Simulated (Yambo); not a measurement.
# C in Yambo: convergence with bands in self energy

The system is C.

```
CELL_PARAMETERS angstrom
0.00000 1.78337 1.78337
1.78337 0.00000 1.78337
1.78337 1.78337 0.00000
ATOMIC_POSITIONS crystal
C 0.75000 0.75000 0.75000
C 0.50000 0.50000 0.50000
```

This isn't the form of C at room conditions, which is graphite.

```yaml
Program: Yambo 5.3.0
Task: G0W0 quasiparticle levels
Functional: PBEsol
Potentials_or_basis: PseudoDojo 0.4.1 SR PBEsol standard
Cutoff: 1116 eV
Density_cutoff: 4463 eV
k_mesh: 6 × 6 × 6
Occupations: fixed
Spin: no spin polarisation
k_mesh_of_the_self-consistent_run: 12 × 12 × 12
Random_integration_of_the_Coulomb_term: yes
Direction_of_the_field_or_of_q_to_0: x + y + z
Broadening: 0.1 eV
States_corrected: Γ and the k points of the band edges
Frequency_dependence_of_W: plasmon pole
Terminator_of_the_band_sum_in_the_self-energy: none
Quasiparticle_equation: linearised (Newton)
Imaginary_frequency_of_the_plasmon-pole_fit: 27.2114 eV
Bands_in_the_response: 154
Bands_in_the_self-energy: 24
Cutoff_of_the_response_matrix: 12 Ry
Cutoff_of_exchange_and_Vxc: 82 Ry
Bands_corrected_first_last: "[4, 5]"
```

These are the settings of the first run; the series varies bands in self energy, with any setting tied to it.

Q: The values tried are 24, 44, 84, 154, loosest first. From which on does the quasiparticle gap at the points computed stay within 0.05 eV of the tightest run that finished?

A: From 44 on.

| bands in self energy | quasiparticle gap at the points computed (eV) |
| --- | --- |
| 24 | 5.422 |
| 44 | 5.452 |
| 84 | 5.474 |
| 154 | 5.482 |

The tightest run that finished is the yardstick and may itself not be fully converged.

Caveat, for the tightest run too: the k mesh is coarse (spacing up to 0.51 Å⁻¹), so the values aren't converged; this version prints the column dSc/dw multiplied by 27.2.
